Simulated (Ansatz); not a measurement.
Crystal: PbS (Galena).

```
CELL_PARAMETERS angstrom
0.00000 2.96575 2.96575
2.96575 0.00000 2.96575
2.96575 2.96575 0.00000
ATOMIC_POSITIONS crystal
Pb 0.00000 0.00000 0.00000
S 0.50000 0.50000 0.50000
```

Base run:

- Program: Ansatz 0.2.0
- Functional: HSE06
- Potentials or basis: all-electron PAW datasets made for the crystal
- Cutoff: 290 eV (chosen from the basis error)
- k mesh: 6 × 6 × 6
- Occupations: fermi-dirac, width 0.05 eV
- Spin: no spin polarisation

Its results: band gap on the k mesh 0.78 eV, direct; pressure 1.1 GPa.

**Question.** The run is repeated on the same cell with these changes: functional from HSE06 to PBE; cutoff from 290 eV (chosen from the basis error) to 260 eV (chosen from the basis error). What comes out?

**Answer.** Band gap on the k mesh 0.36 eV, direct; pressure 2.2 GPa.

HSE06 gives the wider gap, since exact exchange removes part of the self-interaction.

Caveats: spin-orbit coupling is left out, which as a rule narrows the gap of such compounds by several tenths of an eV.

A k mesh can miss the band edges.
